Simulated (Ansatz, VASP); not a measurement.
## One calculation of AlCu5, two programs

INCAR

```
PREC = Accurate
ENCUT = 520
EDIFF = 1E-6
ISMEAR = 0
SIGMA = 0.1
LREAL = False
LASPH = True
NELM = 60
ALGO = Fast
ISIF = 2
LWAVE = False
LCHARG = False
GGA = PE
NBANDS = 38
```

The input KPOINTS:

```
regular mesh
0
Gamma
  6 6 2
```

Contents of POSCAR:

```
AlCu5
1.0
    2.7711390719      0.0000000000      0.0000000000
    0.0000000000      3.3444061864      0.0000000000
    0.0000000000      0.0000000000      8.0171276263
Al Cu
1 5
Direct
    0.5000000000      0.5000000000      0.5000000000
    0.5000000000      0.5000000000      0.8364114840
    0.0000000000      0.0000000000      0.6707069665
    0.0000000000      0.0000000000      0.3292930335
    0.5000000000      0.5000000000      0.1635885160
    0.0000000000      0.0000000000      0.0000000000
```

Input for Ansatz:

```yaml
crystal:
  lattice:
    - [2.7711390719, 0.0, 0.0]
    - [0.0, 3.3444061864, 0.0]
    - [0.0, 0.0, 8.0171276263]
  atoms:
    - { symbol: Al, position: [0.5, 0.5, 0.5] }
    - { symbol: Cu, position: [0.5, 0.5, 0.836411484] }
    - { symbol: Cu, position: [0.0, 0.0, 0.6707069665] }
    - { symbol: Cu, position: [0.0, 0.0, 0.3292930335] }
    - { symbol: Cu, position: [0.5, 0.5, 0.163588516] }
    - { symbol: Cu, position: [0.0, 0.0, 0.0] }
basis:
  ecutwfc: 420
kpoints:
  mp_grid: { grid: [6, 6, 2] }
hamiltonian:
  xc: pbe
scf:
  occupations: { method: gaussian, width: 0.1 }
  lower_state_search: "off"
output:
  forces: true
  stress: true
  eigenvalues: true
```

Change from the starting cell: the structure that the rattled cell fell into.

Alike in both runs: task single point; functional PBE; k mesh 6 × 6 × 2; occupations gaussian, width 0.1 eV; no spin polarisation.

|  | VASP | Ansatz |
| --- | --- | --- |
| version | VASP 6.6.1 | Ansatz 0.2.0 |
| potentials or method | VASP PAW PBE potentials, release 64 (Al, Cu) | scalar-relativistic, plane waves, PAW |
| plane-wave cutoff (eV) | 520 | 420 |
| valence electrons in the cell | 58 | 98 |

|  | VASP | Ansatz | Ansatz less VASP |
| --- | --- | --- | --- |
| gap on the k mesh at the Fermi level (eV) | none | none | - |
| pressure (GPa) | 0.4 | -0.1 | -0.53 |
| largest component of the traceless stress (GPa) | 0.51 | 0.47 | -0.042 |
| rms of the force components (eV/Å) | 0.031 | 0.031 | +0.0002 |

Atom by atom the forces differ by 0.001 eV/Å (rms over components). A gap of «none» marks a metal or a gap that the smearing closes. The functional is the same, so the differences come from potentials, cutoffs and numerics. The two sets of potentials don't hold the same shells in valence.

Caveats: the k mesh is coarse (spacing up to 0.39 Å⁻¹), so the values aren't converged.
